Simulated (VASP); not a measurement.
# CuI (F-43m) in VASP: band structure with HSE06

Aim: the band structure of CuI with HSE06.

All numbers are computed with VASP 6.6.1; they aren't measurements. Logs are shortened: lines on timing, memory, paths and dates and some standing lists are left out, and cuts for length are marked.

### Step 1. The structure

It takes space group F-43m (No. 216, cubic). The conventional cell has a = 6.079 Å, b = 6.079 Å, c = 6.079 Å, α = 90.00°, β = 90.00°, γ = 90.00°. Cu (site symmetry -43m) has 4 I at 2.63 Å as nearest neighbours. Around I (site symmetry -43m) lie 4 Cu at 2.63 Å.

### Step 2. Band structure, HSE06

The input, POSCAR:

```
CuI
1.0
    0.0000000000      3.0395400000      3.0395400000
    3.0395400000      0.0000000000      3.0395400000
    3.0395400000      3.0395400000      0.0000000000
Cu I
1 1
Direct
    0.2500000000      0.2500000000      0.2500000000
    0.0000000000      0.0000000000      0.0000000000
```

The input, INCAR.step1:

```
SYSTEM = CuI
PREC     = Accurate       ! precision mode
ENCUT    = 520            ! plane-wave cutoff, eV
EDIFF    = 1E-5           ! SCF threshold, eV
ISMEAR   = 0              ! smearing method
SIGMA    = 0.02           ! smearing width, eV
LREAL    = .False.        ! projectors in reciprocal space
LASPH    = .True.         ! aspherical terms in the spheres
NELM     = 100            ! most SCF steps
ALGO     = Normal         ! electronic algorithm
ISIF     = 2              ! what is computed and relaxed
LWAVE    = .True.         ! write WAVECAR
LCHARG   = .False.        ! write CHGCAR
LMAXMIX  = 4              ! l up to which the mixer works
GGA      = PE             ! functional
```

The input, INCAR.step2:

```
SYSTEM = CuI
PREC     = Accurate       ! precision mode
ENCUT    = 520            ! plane-wave cutoff, eV
EDIFF    = 1E-6           ! SCF threshold, eV
ISMEAR   = 0              ! smearing method
SIGMA    = 0.02           ! smearing width, eV
LREAL    = .False.        ! projectors in reciprocal space
LASPH    = .True.         ! aspherical terms in the spheres
NELM     = 100            ! most SCF steps
ALGO     = Normal         ! electronic algorithm
ISIF     = 2              ! what is computed and relaxed
LWAVE    = .False.        ! write WAVECAR
LCHARG   = .False.        ! write CHGCAR
LMAXMIX  = 4              ! l up to which the mixer works
GGA      = PE             ! functional
LHFCALC  = .True.         ! exact exchange
HFSCREEN = 0.2            ! screening, 1/A
PRECFOCK = Fast         
ISTART   = 1
```

The input, KPOINTS:

```
regular mesh
0
Gamma
  6 6 6
  0 0 0
```

The input, KPOINTS_OPT:

```
path GXWKGLUWLK,UX
10
line-mode
reciprocal
 0.0000000000  0.0000000000  0.0000000000  G
 0.5000000000  0.0000000000  0.5000000000  X

 0.5000000000  0.0000000000  0.5000000000  X
 0.5000000000  0.2500000000  0.7500000000  W

 0.5000000000  0.2500000000  0.7500000000  W
 0.3750000000  0.3750000000  0.7500000000  K

 0.3750000000  0.3750000000  0.7500000000  K
 0.0000000000  0.0000000000  0.0000000000  G

 0.0000000000  0.0000000000  0.0000000000  G
 0.5000000000  0.5000000000  0.5000000000  L

 0.5000000000  0.5000000000  0.5000000000  L
 0.6250000000  0.2500000000  0.6250000000  U

 0.6250000000  0.2500000000  0.6250000000  U
 0.5000000000  0.2500000000  0.7500000000  W

 0.5000000000  0.2500000000  0.7500000000  W
 0.5000000000  0.5000000000  0.5000000000  L

 0.5000000000  0.5000000000  0.5000000000  L
 0.3750000000  0.3750000000  0.7500000000  K

 0.6250000000  0.2500000000  0.6250000000  U
 0.5000000000  0.0000000000  0.5000000000  X
```

Potentials or basis: VASP PAW PBE potentials, release 64 (Cu, I).

Started as:

```bash
$ cat potpaw_PBE.64/Cu/POTCAR potpaw_PBE.64/I/POTCAR > POTCAR
$ cp INCAR.step1 INCAR
$ mpirun -np 1 vasp_std > vasp.out
$ cp INCAR.step2 INCAR
$ mpirun -np 1 vasp_std > vasp.out
```

OUTCAR:

```text
SYSTEM = CuI
   PREC = Accurate
   ENCUT = 520
   EDIFF = 1E-6
   ISMEAR = 0
   LREAL = .False.
   LASPH = .True.
   NELM = 100
   ISIF = 2
   GGA = PE
   LHFCALC = .True.
   HFSCREEN = 0.2
   PRECFOCK = Fast
   ISTART = 1

 ion  position               nearest neighbor table
   1  0.250  0.250  0.250-   2 2.63   2 2.63   2 2.63   2 2.63
   2  0.000  0.000  0.000-   1 2.63   1 2.63   1 2.63   1 2.63

  LATTYP: Found a face centered cubic cell.
 ALAT       =     6.0790800000

  Lattice vectors:

 A1 = (   0.0000000000,   3.0395400000,   3.0395400000)
 A2 = (   3.0395400000,   0.0000000000,   3.0395400000)
 A3 = (   3.0395400000,   3.0395400000,   0.0000000000)

Analysis of symmetry for initial positions (statically):
=====================================================================
 Subroutine PRICEL returns:
 Original cell was already a primitive cell.

 Routine SETGRP: Setting up the symmetry group for a
 face centered cubic supercell.

 Subroutine GETGRP returns: Found 24 space group operations
 (whereof 24 operations were pure point group operations)
 out of a pool of 48 trial point group operations.

The static configuration has the point symmetry T_d .

Analysis of symmetry for dynamics (positions and initial velocities):
=====================================================================
 Subroutine PRICEL returns:
 Original cell was already a primitive cell.

 Routine SETGRP: Setting up the symmetry group for a
 face centered cubic supercell.

 Subroutine GETGRP returns: Found 24 space group operations
 (whereof 24 operations were pure point group operations)
 out of a pool of 48 trial point group operations.

The dynamic configuration has the point symmetry T_d .

 Subroutine INISYM returns: Found 24 space group operations
 (whereof 24 operations are pure point group operations),
 and found     1 'primitive' translations

----------------------------------------------------------------------------------------

                                     Primitive cell

  volume of cell :      56.1634

  direct lattice vectors                    reciprocal lattice vectors
     0.000000000  3.039540000  3.039540000    -0.164498575  0.164498575  0.164498575
     3.039540000  0.000000000  3.039540000     0.164498575 -0.164498575  0.164498575
     3.039540000  3.039540000  0.000000000     0.164498575  0.164498575 -0.164498575

  length of vectors
     4.298558691  4.298558691  4.298558691     0.284919890  0.284919890  0.284919890

  position of ions in fractional coordinates (direct lattice)
     0.250000000  0.250000000  0.250000000
     0.000000000  0.000000000  0.000000000

  ion indices of the primitive-cell ions
   primitive index   ion index
                 1           1
                 2           2

----------------------------------------------------------------------------------------

 KPOINTS: regular mesh

Automatic generation of k-mesh.
 Grid dimensions read from file:
 generate k-points for:    6    6    6

 Generating k-lattice:

  Cartesian coordinates                     Fractional coordinates (reciprocal lattice)
    -0.027416429  0.027416429  0.027416429     0.166666667  0.000000000  0.000000000
     0.027416429 -0.027416429  0.027416429     0.000000000  0.166666667  0.000000000
     0.027416429  0.027416429 -0.027416429     0.000000000  0.000000000  0.166666667

  Length of vectors
     0.047486648  0.047486648  0.047486648

  Shift w.r.t. Gamma in fractional coordinates (k-lattice)
     0.000000000  0.000000000  0.000000000

 Subroutine IBZKPT returns following result:
 ===========================================

 Found     16 irreducible k-points:

 Following reciprocal coordinates:
            Coordinates               Weight
  0.000000  0.000000  0.000000      1.000000
  0.166667  0.000000  0.000000      8.000000
  0.333333  0.000000  0.000000      8.000000
  0.500000  0.000000  0.000000      4.000000
  0.166667  0.166667  0.000000      6.000000
  0.333333  0.166667  0.000000     24.000000
[... 8 lines left out ...]
 -0.333333  0.333333  0.166667     24.000000
 -0.333333  0.500000  0.166667     12.000000
   k-points           NKPTS =     16   k-points in BZ     NKDIM =    216   number of bands    NBANDS=     13
   number of dos      NEDOS =    301   number of ions     NIONS =      2
   total plane-waves  NPLWV =  32768
   dimension x,y,z NGX =    32 NGY =   32 NGZ =   32
   dimension x,y,z NGXF=    64 NGYF=   64 NGZF=   64
   ions per type =               1   1
   NGX,Y,Z   is equivalent  to a cutoff of  12.38, 12.38, 12.38 a.u.
   NGXF,Y,Z  is equivalent  to a cutoff of  24.75, 24.75, 24.75 a.u.
 SYSTEM =  CuI
   PREC   = accura    normal or accurate (medium, high low for compatibility)
   ISTART =      1    job   : 0-new  1-cont  2-samecut
   ICHARG =      0    charge: 1-file 2-atom 10-const
   ISPIN  =      1    spin polarized calculation?
   LNONCOLLINEAR =      F non collinear calculations
   LSORBIT =      F    spin-orbit coupling
   LASPH  =      T    aspherical Exc in radial PAW
   ENCUT  =  520.0 eV  38.22 Ry    6.18 a.u.   7.99  7.99  7.99*2*pi/ulx,y,z
   NELM   =    100;   NELMIN=  2; NELMDL=  0     # of ELM steps
   EDIFF  = 0.1E-05   stopping-criterion for ELM
   LREAL  =      F    real-space projection
   EDIFFG = 0.1E-04   stopping-criterion for IOM
   NSW    =      0    number of steps for IOM
   IBRION =     -1    ionic relax: 0-MD 1-quasi-New 2-CG
   NFREE  =      0    steps in history (QN), initial steepest desc. (CG)
   ISIF   =      2    stress and relaxation
   ISYM   =      3    0-nonsym 1-usesym 2-fastsym
   POTIM  = 0.5000    time-step for ionic-motion
   TEBEG  =    0.0;   TEEND  =   0.0 temperature during run
   PSTRESS=    0.0 pullay stress
   NELECT =      18.0000    total number of electrons
   NUPDOWN=      -1.0000    fix difference up-down
   EMIN   =  10.00;   EMAX   =-10.00  energy-range for DOS
   EFERMI =   0.00;   METHOD = LEGACY
   ISMEAR =     0;   SIGMA  =   0.02  broadening in eV -4-tet -1-fermi 0-gaus
   EFERMI_NEDOS =   21; number of points for ismear=-14 and -15
   IALGO  =     38    algorithm
   IMIX   =      1    mixing-type and parameters
     AMIX     =   0.40;   BMIX     =  1.00
     AMIX_MAG =   1.60;   BMIX_MAG =  1.00
  volume/ion in A,a.u.               =      28.08       189.50
  Fermi-wavevector in a.u.,A,eV,Ry     =   1.120335  2.117126 17.077352  1.255150
  Thomas-Fermi vector in A             =   2.256980
   LORBIT       =      0    0 simple, 1 ext, 2 COOP (PROOUT), +10 PAW based schemes
   GGA     = PE    functional components
   LHFCALC =     T    Hartree Fock is set to
   PRECFOCK=fast      Normal, Fast or Accurate (Low or Medium for compatibility)
   ENCUT4O =  -1.0   cutoff for four orbital integrals eV
   NKREDX  =     1    reduce k-point grid by
   NKREDY  =     1    reduce k-point grid by
   NKREDZ  =     1    reduce k-point grid by
   AEXX    =    0.2500 exact exchange contribution
   HFSCREEN=    0.2000 screening length (either q_TF or 0.3 A-1)
   HFSCREENC=   0.2000 screening length for correlation (either q_TF or 0.3 A-1)
   ENCUTFOCK=  -1.0 apply spherical cutoff to Coloumb kernel
   IVDW    =     0    specifies the selected vdW correction
   LEPSILON=     F    determine dielectric tensor
   LRPA    =     F    only Hartree local field effects (RPA)
 non-spin polarized calculation
 Gauss-broadening in eV      SIGMA  =   0.02
  energy-cutoff  :      520.00
  volume of cell :       56.16
 maximum number of plane-waves:      1527
  NGX = 18; NGY = 18; NGZ = 18

 number of electron      18.0000012 magnetization

 Free energy of the ion-electron system (eV)
  ---------------------------------------------------
  ext. energy  EPLUGINS =         0.00000000
  ---------------------------------------------------
  free energy    TOTEN  =        -6.47812801 eV

  energy without entropy =       -6.47812801  energy(sigma->0) =       -6.47812801

 E-fermi :   3.4573     XC(G=0):  -7.3745

 val. band max:        3.3740190613   @ k =   0.0000   0.0000   0.0000
 cond. band min:       5.9568181932   @ k =   0.0000   0.0000   0.0000
 fundamental gap:      2.5827991319
 Fermi energy:         3.4573297475

 k-point     1 :       0.0000    0.0000    0.0000
  band No.  band energies     occupation
      1     -11.3265      2.00000
      2      -0.5703      2.00000
      3      -0.5703      2.00000
      4      -0.5703      2.00000
      5       0.9265      2.00000
      6       0.9265      2.00000
      7       3.3740      2.00000
      8       3.3740      2.00000
      9       3.3740      2.00000
     10       5.9568      0.00000
     11       9.7085      0.00000
     12       9.7085      0.00000
     13       9.7085      0.00000

 k-point     2 :       0.1667    0.0000    0.0000
  band No.  band energies     occupation
      1     -11.1901      2.00000
      2      -0.8986      2.00000
      3      -0.5408      2.00000
      4      -0.5407      2.00000
      5       0.9182      2.00000
      6       0.9182      2.00000
      7       2.3413      2.00000
      8       3.1530      2.00000
      9       3.1530      2.00000
     10       6.8818      0.00000
     11       9.6766      0.00000
     12      10.0733      0.00000
     13      10.0733      0.00000

 k-point     3 :       0.3333    0.0000    0.0000
  band No.  band energies     occupation
      1     -10.8912      2.00000
      2      -1.6735      2.00000
      3      -0.4877      2.00000
      4      -0.4877      2.00000
      5       0.9271      2.00000
      6       0.9271      2.00000
      7       1.3180      2.00000
      8       2.7484      2.00000
      9       2.7484      2.00000
     10       7.0889      0.00000
     11      10.3073      0.00000
     12      10.3073      0.00000
     13      11.2541      0.00000
[... 177 lines left out ...]
 k-point    15 :      -0.3333    0.3333    0.1667
  band No.  band energies     occupation
      1     -10.5725      2.00000
      2      -1.6644      2.00000
      3      -1.0579      2.00000
      4      -0.4115      2.00000
      5       0.8347      2.00000
      6       0.9419      2.00000
      7       1.1028      2.00000
      8       1.4635      2.00000
      9       1.9262      2.00000
     10       8.8644      0.00000
     11       9.3583      0.00000
     12      10.8526      0.00000
     13      12.3418      0.00000

 k-point    16 :      -0.3333    0.5000    0.1667
  band No.  band energies     occupation
      1     -10.5196      2.00000
      2      -1.8067      2.00000
      3      -0.8792      2.00000
      4      -0.3902      2.00000
      5       0.8867      2.00000
      6       0.9831      2.00000
      7       1.0381      2.00000
      8       1.2557      2.00000
      9       1.6737      2.00000
     10       8.4957      0.00000
     11       8.7923      0.00000
     12      12.0046      0.00000
     13      12.0151      0.00000

------------------------ aborting loop because EDIFF is reached ----------------------------------------

  FORCE on cell =-STRESS in cart. coord.  units (eV):
  Direction    XX          YY          ZZ          XY          YZ          ZX
  --------------------------------------------------------------------------------------
  -------------------------------------------------------------------------------------
  Total        0.0151818      0.0151818      0.0151818      0.0000000      0.0000000      0.0000000
  in kB        0.4330917      0.4330917      0.4330917      0.0000000      0.0000000      0.0000000
  external PRESSURE =       0.4330917 kB  Pullay stress =       0.0000000 kB

 VOLUME and BASIS-vectors are now :
 -----------------------------------------------------------------------------
  energy-cutoff  :      520.00
  volume of cell :       56.16
      direct lattice vectors                 reciprocal lattice vectors
     0.000000000  3.039540000  3.039540000    -0.164498575  0.164498575  0.164498575
     3.039540000  0.000000000  3.039540000     0.164498575 -0.164498575  0.164498575
     3.039540000  3.039540000  0.000000000     0.164498575  0.164498575 -0.164498575

 POSITION                                       TOTAL-FORCE (eV/Angst)
 -----------------------------------------------------------------------------------
      1.51977      1.51977      1.51977         0.000000      0.000000     -0.000000
      0.00000      0.00000      0.00000        -0.000000     -0.000000      0.000000
 -----------------------------------------------------------------------------------
    total drift:                               -0.000033     -0.000035     -0.000019

  FREE ENERGIE OF THE ION-ELECTRON SYSTEM (eV)
  ---------------------------------------------------
  free  energy   TOTEN  =        -6.4781280085 eV

  energy  without entropy=       -6.4781280085  energy(sigma->0) =       -6.47812801
```

Wall time 2.5 h (1 thread of AMD EPYC 7R43 (Zen 3), shared host); peak memory 0.35 GiB.

Results:

| Property | Result |
| --- | --- |
| Free energy | -6.4781 eV |
| Pressure | 0.0 GPa |
| Band gap on the k mesh | 2.58 eV, direct |
| Band gap along the path | 2.58 eV, direct |

Levels at the corners of the path, in eV from the valence-band top:
```
point  band 7  band 8  band 9  band 10  band 11  band 12
    Γ    0.00    0.00    0.00     2.58     6.33     6.33
    X   -2.25   -1.91   -1.91     3.93     4.29    10.83
    X   -2.25   -1.91   -1.91     3.93     4.29    10.83
    W   -2.34   -2.21   -1.66     5.92     6.13     7.53
    W   -2.34   -2.21   -1.66     5.92     6.13     7.53
    K   -2.27   -1.97   -1.56     4.43     6.08     9.01
    K   -2.27   -1.97   -1.56     4.43     6.08     9.01
    Γ    0.00    0.00    0.00     2.58     6.33     6.33
    Γ    0.00    0.00    0.00     2.58     6.33     6.33
    L   -2.37   -0.82   -0.82     3.61     6.84     6.84
    L   -2.37   -0.82   -0.82     3.61     6.84     6.84
    U   -2.27   -1.97   -1.56     4.43     6.08     9.01
    U   -2.27   -1.97   -1.56     4.43     6.08     9.01
    W   -2.34   -2.21   -1.66     5.92     6.13     7.53
    W   -2.34   -2.21   -1.66     5.92     6.13     7.53
    L   -2.37   -0.82   -0.82     3.61     6.84     6.84
    L   -2.37   -0.82   -0.82     3.61     6.84     6.84
    K   -2.27   -1.97   -1.56     4.43     6.08     9.01
    U   -2.27   -1.97   -1.56     4.43     6.08     9.01
    X   -2.25   -1.91   -1.91     3.93     4.29    10.83
```

Caveat: the PAW data sets were made with another functional, which shifts forces and pressure a little; spin-orbit coupling is left out, which moves the levels of the heavy elements.
